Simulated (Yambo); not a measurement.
## BAs in Yambo: convergence with bands in self energy

BAs:

```
As B
1.0
     0.00000    2.38850    2.38850
     2.38850    0.00000    2.38850
     2.38850    2.38850    0.00000
As B
1 1
Direct
  0.75000 0.75000 0.75000
  0.00000 0.00000 0.00000
```

```yaml
Program: Yambo 5.3.0
Task: G0W0 quasiparticle levels
Functional: LDA
Potentials_or_basis: PseudoDojo 0.4.1 SR LDA stringent
Cutoff: 1361 eV
Density_cutoff: 5442 eV
k_mesh: 6 × 6 × 6
Occupations: fixed
Spin: no spin polarisation
k_mesh_of_the_self-consistent_run: 10 × 10 × 10
Form_of_the_LDA: PW92
Random_integration_of_the_Coulomb_term: yes
Direction_of_the_field_or_of_q_to_0: x + y + z
Broadening: 0.1 eV
States_corrected: Γ and the k points of the band edges
Frequency_dependence_of_W: plasmon pole
Terminator_of_the_band_sum_in_the_self-energy: none
Quasiparticle_equation: linearised (Newton)
Imaginary_frequency_of_the_plasmon-pole_fit: 27.2114 eV
Bands_in_the_response: 163
Bands_in_the_self-energy: 33
Cutoff_of_the_response_matrix: 12 Ry
Cutoff_of_exchange_and_Vxc: 100 Ry
Bands_corrected_first_last: "[13, 15]"
```

These are the settings of the first run; the series varies bands in self energy, with any setting tied to it.

Q: The values tried are 33, 53, 93, 163, loosest first. From which on does the quasiparticle gap at the points computed stay within 0.05 eV of the tightest run that finished?

A: From 93 on.

```csv
bands in self energy,quasiparticle gap at the points computed (eV)
33,1.692
53,1.762
93,1.815
163,1.839
```

The tightest run that finished is the yardstick and may itself not be fully converged.

Caveat, for the tightest run too: this k mesh misses the band edges, so its gaps are larger than the crystal's; this version prints the column dSc/dw multiplied by 27.2; the quasiparticle gap listed is the Kohn-Sham gap on the denser mesh of the self-consistent run plus the correction found on the GW mesh, so it differs from the gap in the log.
